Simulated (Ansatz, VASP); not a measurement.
**Al in VASP and in Ansatz**

```
CELL_PARAMETERS angstrom
2.75504 0.00000 0.00000
-1.37752 2.38594 0.00000
0.00000 0.00000 4.76750
ATOMIC_POSITIONS crystal
Al 0.33333 0.66667 0.25000
Al 0.66667 0.33333 0.75000
```

Change from the starting cell: volume scaled by 0.94.

Alike in both runs: task single point; functional PBEsol; k mesh 11 × 11 × 6; occupations fermi-dirac, width 0.05 eV; no spin polarisation.

|  | VASP | Ansatz |
| --- | --- | --- |
| version | VASP 6.6.1 | Ansatz 0.2.0 |
| potentials or method | VASP PAW PBE potentials, release 64 (Al) | Ansatz PAW |
| plane-wave cutoff (eV) | 520 | 420 |
| valence electrons in the cell | 6 | 6 |

Ansatz gave:

```
gap on the k mesh at the Fermi level (eV)       : none
pressure (GPa)                                  : 3.9
largest component of the traceless stress (GPa) : 4.34
```

Problem. Estimate VASP's values.

Solution. gap on the k mesh at the Fermi level (eV): none; pressure (GPa): 4.0; largest component of the traceless stress (GPa): 4.37.

A gap of «none» marks a metal or a gap that the smearing closes.

Caveats: the PAW data sets were made with another functional, which shifts forces and pressure a little (VASP); the PAW data sets come from PBE, with cores solved anew for the run's functional, which leaves a small shift of forces and pressure (Ansatz).
